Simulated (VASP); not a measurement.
# AgCl (Chlorargyrite) (Fm-3m) in VASP: further runs, part 2 of 2

VASP 6.6.1. The steps go on from the part before.

## (5) Relaxation of the atoms, PBE (a relaxed cell with its volume scaled by 0.98)

Input file INCAR:

```
SYSTEM = AgCl
  ALGO = Fast
  EDIFF = 1E-7
  EDIFFG = -0.01
  ENCUT = 300
  GGA = PE
  IBRION = 2
  ISIF = 2
  ISMEAR = 0
  LASPH = .TRUE.
  LCHARG = .FALSE.
  LREAL = .FALSE.
  LWAVE = .FALSE.
  NELM = 80
  NSW = 40
  PREC = Accurate
  SIGMA = 0.03
```

Input file KPOINTS:

```
k-points
0
G
  4 4 4
  0 0 0
```

Input file POSCAR:

```
AgCl                                    
1.0
    0.0000000000      2.7800957703      2.7800957703
    2.7800957703     -0.0000000000      2.7800957703
    2.7800957703      2.7800957703     -0.0000000000
  Ag              Cl            
     1     1
Direct
     0.0000000000000000    0.0000000000000000    0.0000000000000000
     0.5000000000000000    0.5000000000000000    0.5000000000000000
```

Potentials or basis: VASP PAW PBE potentials, release 64 (Ag, Cl).

On the command line:

```sh
> cat potpaw_PBE.64/Ag/POTCAR potpaw_PBE.64/Cl/POTCAR > POTCAR
> mpirun -np 1 vasp_std > vasp.out
```

OUTCAR:

```text
SYSTEM = AgCl
   EDIFF = 1E-7
   EDIFFG = -0.01
   ENCUT = 300
   GGA = PE
   IBRION = 2
   ISIF = 2
   ISMEAR = 0
   LASPH = .TRUE.
   LREAL = .FALSE.
   NELM = 80
   NSW = 40
   PREC = Accurate

 ion  position               nearest neighbor table
   1  0.000  0.000  0.000-   2 2.78   2 2.78   2 2.78   2 2.78   2 2.78   2 2.78
   2  0.500  0.500  0.500-   1 2.78   1 2.78   1 2.78   1 2.78   1 2.78   1 2.78

  LATTYP: Found a face centered cubic cell.
[... 305 lines left out ...]

  FORCE on cell =-STRESS in cart. coord.  units (eV):
  Direction    XX          YY          ZZ          XY          YZ          ZX
  --------------------------------------------------------------------------------------
  -------------------------------------------------------------------------------------
  Total        0.2562490      0.2562490      0.2562490     -0.0000000      0.0000000     -0.0000000
  in kB        9.5535201      9.5535201      9.5535201     -0.0000000      0.0000000     -0.0000000
  external PRESSURE =       9.5535201 kB  Pullay stress =       0.0000000 kB

 VOLUME and BASIS-vectors are now :
 -----------------------------------------------------------------------------
  energy-cutoff  :      300.00
  volume of cell :       42.97
      direct lattice vectors                 reciprocal lattice vectors
     0.000000000  2.780095770  2.780095770    -0.179849919  0.179849919  0.179849919
     2.780095770  0.000000000  2.780095770     0.179849919 -0.179849919  0.179849919
     2.780095770  2.780095770  0.000000000     0.179849919  0.179849919 -0.179849919

 POSITION                                       TOTAL-FORCE (eV/Angst)
 -----------------------------------------------------------------------------------
      0.00000      0.00000      0.00000         0.000000      0.000000      0.000000
      2.78010      2.78010      2.78010        -0.000000      0.000000     -0.000000
 -----------------------------------------------------------------------------------
    total drift:                                0.000000     -0.000000     -0.000000

  FREE ENERGIE OF THE ION-ELECTRON SYSTEM (eV)
  ---------------------------------------------------
  free  energy   TOTEN  =        -5.3881781358 eV

  energy  without entropy=       -5.3881781358  energy(sigma->0) =       -5.38817814

 reached required accuracy - stopping structural energy minimisation
```

OSZICAR:

```text
N       E                     dE             d eps       ncg     rms          rms(c)
DAV:   1     0.561666802945E+02    0.56167E+02   -0.67189E+03   248   0.796E+02
DAV:   2    -0.390515673632E+01   -0.60072E+02   -0.55645E+02   253   0.187E+02
DAV:   3    -0.556373523804E+01   -0.16586E+01   -0.16553E+01   228   0.329E+01
DAV:   4    -0.557619479528E+01   -0.12460E-01   -0.12458E-01   233   0.315E+00
DAV:   5    -0.557636292305E+01   -0.16813E-03   -0.16813E-03   233   0.357E-01    0.607E+00
RMM:   6    -0.539647975444E+01    0.17988E+00   -0.33991E-01   208   0.379E+00    0.421E+00
RMM:   7    -0.538832278850E+01    0.81570E-02   -0.65126E-02   208   0.168E+00    0.176E+00
RMM:   8    -0.538797204470E+01    0.35074E-03   -0.49893E-03   208   0.611E-01    0.421E-01
RMM:   9    -0.538811813627E+01   -0.14609E-03   -0.11529E-03   208   0.329E-01    0.589E-02
RMM:  10    -0.538816733830E+01   -0.49202E-04   -0.30861E-04   208   0.141E-01    0.326E-02
RMM:  11    -0.538817650333E+01   -0.91650E-05   -0.89127E-05   208   0.901E-02    0.996E-03
RMM:  12    -0.538817775433E+01   -0.12510E-05   -0.15025E-05   208   0.313E-02    0.444E-03
RMM:  13    -0.538817804239E+01   -0.28806E-06   -0.26426E-06   190   0.136E-02    0.394E-03
RMM:  14    -0.538817810710E+01   -0.64714E-07   -0.11416E-06   183   0.851E-03    0.478E-04
RMM:  15    -0.538817813581E+01   -0.28713E-07   -0.23035E-07   145   0.381E-03
   1 F= -.53881781E+01 E0= -.53881781E+01  d E =-.538818E+01
```

It took 2.5 s on 1 thread of Intel Xeon 6975P-C (Granite Rapids), shared host; peak memory 0.13 GiB.

What came out:

```yaml
Free_energy: -5.3882 eV
Pressure_after_relaxing: 1.0 GPa
Band_gap_on_the_k_mesh: 0.89 eV, indirect (least direct gap 3.19 eV)
```

Final structure:
```yaml
crystal:
  lattice:
    - [0.00000, 2.78010, 2.78010]
    - [2.78010, 0.00000, 2.78010]
    - [2.78010, 2.78010, 0.00000]
  atoms:
    - { symbol: Ag, position: [0.00000, 0.00000, 0.00000] }
    - { symbol: Cl, position: [0.50000, 0.50000, 0.50000] }
```

Levels at points of the mesh, in eV from the valence-band top:
```csv
k point,band 6,band 7,band 8,band 9,band 10,band 11,band 12,band 13
"(0.00, 0.00, 0.00)",-2.37,-2.30,-2.30,-2.30,0.89,10.86,10.86,10.86
"(0.50, 0.00, 0.00)",-2.05,-1.74,0.00,0.00,4.25,6.48,7.68,7.68
"(0.50, 0.50, 0.00)",-2.18,-1.93,-1.93,-1.85,2.38,8.03,8.60,11.46
```

Caveat: the k mesh is coarse (spacing up to 0.49 Å⁻¹), so the values aren't converged; the cutoff is under 1.25 times the usual one of these potentials, so pressure, stress and relaxed cells hold a basis-set (Pulay) error; the relaxation stopped at its first step, so nothing moved. A k mesh can miss the band edges.

## (6) Relaxation of the atoms, PBE

This run uses another cell than the first one, of 21.93 Å³/atom, 1.002 times its volume.

INCAR is that of step 5.

KPOINTS is that of step 5.

Input file POSCAR:

```
AgCl                                    
1.0
    0.0000000000      2.7988807710      2.7988807710
    2.7988807710     -0.0000000000      2.7988807710
    2.7988807710      2.7988807710     -0.0000000000
  Ag              Cl            
     1     1
Direct
     0.0000000000000000    0.0000000000000000    0.0000000000000000
     0.5000000000000000    0.5000000000000000    0.5000000000000000
```

Potentials or basis: VASP PAW PBE potentials, release 64 (Ag, Cl).

On the command line:

```sh
> cat potpaw_PBE.64/Ag/POTCAR potpaw_PBE.64/Cl/POTCAR > POTCAR
> mpirun -np 1 vasp_std > vasp.out
```

Wall time 2.4 s (1 thread of Intel Xeon 6975P-C (Granite Rapids), shared host); peak memory 0.13 GiB.

It converged, with:

- Free energy: -5.3929 eV
- Pressure after relaxing: 0.0 GPa
- Band gap on the k mesh: 0.90 eV, indirect (least direct gap 3.11 eV)

Final structure:
```yaml
crystal:
  lattice:
    - [0.00000, 2.79888, 2.79888]
    - [2.79888, 0.00000, 2.79888]
    - [2.79888, 2.79888, 0.00000]
  atoms:
    - { symbol: Ag, position: [0.00000, 0.00000, 0.00000] }
    - { symbol: Cl, position: [0.50000, 0.50000, 0.50000] }
```

Levels at points of the mesh, in eV from the valence-band top:
| k point | band 5 | band 6 | band 7 | band 8 | band 9 | band 10 | band 11 | band 12 | band 13 |
| --- | --- | --- | --- | --- | --- | --- | --- | --- | --- |
| (0.00, 0.00, 0.00) | -2.29 | -2.29 | -2.21 | -2.21 | -2.21 | 0.90 | 10.87 | 10.87 | 10.87 |
| (0.50, 0.00, 0.00) | -1.99 | -1.99 | -1.69 | 0.00 | 0.00 | 4.31 | 6.37 | 7.72 | 7.72 |
| (0.50, 0.50, 0.00) | -2.64 | -2.12 | -1.88 | -1.88 | -1.81 | 2.41 | 8.06 | 8.54 | 11.36 |

Caveat: the k mesh is coarse (spacing up to 0.49 Å⁻¹), so the values aren't converged; the cutoff is under 1.25 times the usual one of these potentials, so pressure, stress and relaxed cells hold a basis-set (Pulay) error; the relaxation stopped at its first step, so nothing moved. A k mesh can miss the band edges.

## (7) Summary

| task | cell | gap on the mesh (eV) | pressure (GPa) |
| --- | --- | --- | --- |
| relaxation of cell and atoms | relaxed | 0.90 | 0.0 |
| relaxation of the atoms | atoms relaxed from: a relaxed cell with its volume scaled by 0.94 | 0.88 | 3.2 |
| relaxation of the atoms | atoms relaxed from: a relaxed cell with its volume scaled by 0.96 | 0.89 | 2.0 |
| relaxation of the atoms | atoms relaxed from: a relaxed cell with its volume scaled by 0.98 | 0.89 | 1.0 |
| relaxation of the atoms | atoms relaxed | 0.90 | 0.0 |

Alike in all rows: level PBE; potentials or basis VASP PAW PBE potentials, release 64 (Ag, Cl); no spin polarisation; k mesh 4 × 4 × 4; cutoff (eV) 300; smearing gaussian 0.03 eV; the mesh is coarse, so values aren't converged.

Caveats: all runs use coarse meshes; the cutoff is under 1.25 times the usual one of these potentials, so pressure, stress and relaxed cells hold a basis-set (Pulay) error; the relaxation stopped at its first step, so nothing moved (some runs).

Absolute energies hang on the potentials; compare differences alone.
